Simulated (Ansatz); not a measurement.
Theory: DFT PBE, scalar-relativistic, plane waves, PAW in Ansatz. Cutoff 420 eV, Γ-centred meshes of about 0.25 Å⁻¹ or finer for metals and 0.3 Å⁻¹ for insulators (2π included), Gaussian smearing. No spin polarisation.

These are static total energies at zero pressure.

Two forms of Ba₅HfO₂ were relaxed alike.

A.

```yaml
crystal:
  lattice:
    - [4.08385, 2.35781, 6.21605]
    - [-4.08385, 2.35781, 6.21605]
    - [0.00000, -4.71563, 6.21605]
  atoms:
    - { symbol: Ba, position: [0.50000, 0.50000, 0.00000] }
    - { symbol: Ba, position: [0.00000, 0.50000, 0.50000] }
    - { symbol: Ba, position: [0.50000, 0.00000, 0.50000] }
    - { symbol: Ba, position: [0.87477, 0.87477, 0.87477] }
    - { symbol: Ba, position: [0.12524, 0.12524, 0.12524] }
    - { symbol: Hf, position: [0.50000, 0.50000, 0.50000] }
    - { symbol: O, position: [0.60639, 0.60639, 0.60639] }
    - { symbol: O, position: [0.39361, 0.39361, 0.39361] }
```

B.

```yaml
crystal:
  lattice:
    - [3.78322, 0.00000, 0.00000]
    - [0.00000, 3.78322, 0.00000]
    - [0.00000, 0.00000, 19.22761]
  atoms:
    - { symbol: Ba, position: [0.00000, 0.00000, 0.00756] }
    - { symbol: Ba, position: [0.50000, 0.50000, 0.17648] }
    - { symbol: Ba, position: [0.50000, 0.50000, 0.79025] }
    - { symbol: Ba, position: [0.00000, 0.00000, 0.33852] }
    - { symbol: Ba, position: [0.50000, 0.50000, 0.53332] }
    - { symbol: Hf, position: [0.00000, 0.00000, 0.66067] }
    - { symbol: O, position: [0.00000, 0.00000, 0.20969] }
    - { symbol: O, position: [0.50000, 0.50000, 0.04352] }
```

Problem. Which would you expect to be lower, and how large is the difference?

Solution. A is lower, by 164 meV/atom. A has space group R-3m (No. 166), 44.9 Å³/atom and no gap on its mesh; B has space group P4mm (No. 99), 34.4 Å³/atom and no gap. Counting Ba or Hf atoms around O (for each partner element, those within 1.25 times its shortest distance or 1.15 times the sum of covalent radii, where it is the nearest in units of that sum or under 1.3), A has O 4 and B has O 5. The lower one is the more open, so pressure narrows the difference. In A, Ba on a site of symmetry 2/m has 2 O at 2.61 Å, 2 Hf at 3.90 Å, 4 Ba at 4.08 Å and 6 Ba at 4.54–4.70 Å; Hf is surrounded by 2 O at 1.98 Å, 6 Ba at 3.90 Å and 6 Ba at 4.78 Å; O has 1 Hf at 1.98 Å, 3 Ba at 2.61 Å, 1 O at 3.97 Å and 4 Ba at 4.87–5.00 Å; 1 more site not described. In B, Ba on its first site is surrounded by 4 O at 2.76 Å, 4 Ba at 3.78 Å, 1 O at 3.89 Å and 4 Ba at 4.21 Å; Hf is surrounded by 8 Ba at 3.63–3.66 Å and 4 Hf at 3.78 Å; O on its first site has 1 Ba at 2.48 Å and 4 Ba at 2.75 Å; 5 more sites not described. Both come from trial cells of a structure search, whose lowest cell (C2, 42.0 Å³/atom) lies 24 meV/atom below the lower of the two.

These runs have no spin–orbit coupling, which can matter for Hf. A magnetic state wasn't ruled out in cells without spin, among them R-3m, P4mm. With atoms moved at random, A (by 24 meV/atom) fell into a lower structure. B had no clear such test and can be a saddle point. Some structure types and database cells were kept out of the candidates from the start, so a known form may be missing.

The preference for A most likely comes from Hf–O bonding. In A each Hf sits in a linear O–Hf–O unit with short contacts of 1.98 Å, and three Ba complete the surroundings of each oxygen. In B the oxygen is bound to Ba alone, while Hf lies among Ba and other Hf atoms. The higher oxygen count in B therefore doesn't mean stronger bonding: A probably gains from the overlap of O 2p with Hf 5d in its short Hf–O contacts.

Neither form has a gap, as expected for so metal-rich a composition: oxygen can take up only part of the valence electrons, and the rest stay in metal-centred states, probably of Ba and Hf s and d character. B is much the denser, so a fairly modest pressure could probably reverse the order of these two. The comparison ranks two arrangements of one composition and doesn't show that either would resist separation into BaO and the metals.
